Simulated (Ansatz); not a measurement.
Input of an Ansatz 0.2.0 run:

Contents of input.yaml:

```yaml
crystal:
  lattice:
    - [4.15, 0.0, 0.0]
    - [-2.075, 3.5940054257, 0.0]
    - [0.0, 0.0, 6.737]
  atoms:
    - { symbol: Cd, position: [0.6666666667, 0.3333333333, 0.5] }
    - { symbol: Cd, position: [0.3333333333, 0.6666666667, 0.0] }
    - { symbol: S, position: [0.6666666667, 0.3333333333, 0.875] }
    - { symbol: S, position: [0.3333333333, 0.6666666667, 0.375] }
hamiltonian:
  xc: pbe
  pseudopotentials: { kind: paw }
kpoints:
  mp_grid: { grid: [7, 7, 4] }
scf:
  occupations: { method: gaussian, width: 0.027 }
output:
  forces: true
  stress: true
  eigenvalues: true
```

Potentials or basis: Ansatz PAW.

Launch:

```sh
$ ansatz run input.yaml --threads 2 --pin off --max-ram 5632MiB --backend cpu --events-out ev --progress --plain --runs-dir out
```

(1) What does it give for the band gap on the k mesh?

(2) What does it give for the pressure?

(3) Estimate the largest force.

## Answers

(1) 1.20 eV, direct.

(2) 2.1 GPa.

(3) 0.068 eV/Å.

Caveat: odd divisions of the mesh miss points on the zone boundary, where band edges often lie, so the gap on the mesh can be too wide.

**What was measured.**

“Isotope dependence of band-gap energy”, 2008, arxiv:0807.2152 quotes, for a bulk crystal of CdS: band gap 2.5809 ± 0.0002 eV.

A measured gap of CdS is 2.5809 eV (quoted in “Isotope dependence of band-gap energy”, 2008, arxiv:0807.2152); the calculated 1.20 eV misses it by -1.38 eV. So large a miss can be the level of theory's own, or it may mean another phase, state or a wrong row. Spin-orbit coupling on Cd is left out. The value is that of PBE, without temperature or zero-point motion. Semilocal functionals fall short of measured gaps as a rule.
